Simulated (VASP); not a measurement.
BaS:

```
Ba S
1.0
     0.00000    3.21439    3.21439
     3.21439    0.00000    3.21439
     3.21439    3.21439    0.00000
Ba S
1 1
Direct
  0.00000 0.00000 0.00000
  0.50000 0.50000 0.50000
```

```yaml
Program: VASP 6.6.1
Task: relaxation of cell and atoms
Functional: PBEsol
Potentials_or_basis: VASP PAW PBE potentials, release 64 (Ba_sv, S)
Cutoff: 600 eV
k_mesh: 8 × 8 × 8
Occupations: gaussian, width 0.02 eV
Spin: no spin polarisation
```

At the start: pressure -1.3 GPa; volume 33.21 Å³/atom.

Question: How do energy, volume and symmetry change on relaxing?

Answer: Over 3 steps the energy falls by 4.3 meV/atom and the volume is 32.20 Å³/atom (-3.0 %); space group Fm-3m (No. 225, to 0.05 Å).

The path:
```csv
step,energy change (eV),largest force (eV/Å),pressure (GPa),volume (Å³)
1,0.0000,0.0000,-1.33,66.42
2,-0.0078,0.0000,0.44,63.81
3,-0.0086,0.0000,0.00,64.40
```

Final structure:
```
Ba S
1.0
     0.00000    3.18145    3.18145
     3.18145    0.00000    3.18145
     3.18145    3.18145    0.00000
Ba S
1 1
Direct
  0.00000 0.00000 0.00000
  0.50000 0.50000 0.50000
```

Caveat: the PAW data sets were made with another functional, which shifts forces and pressure a little.
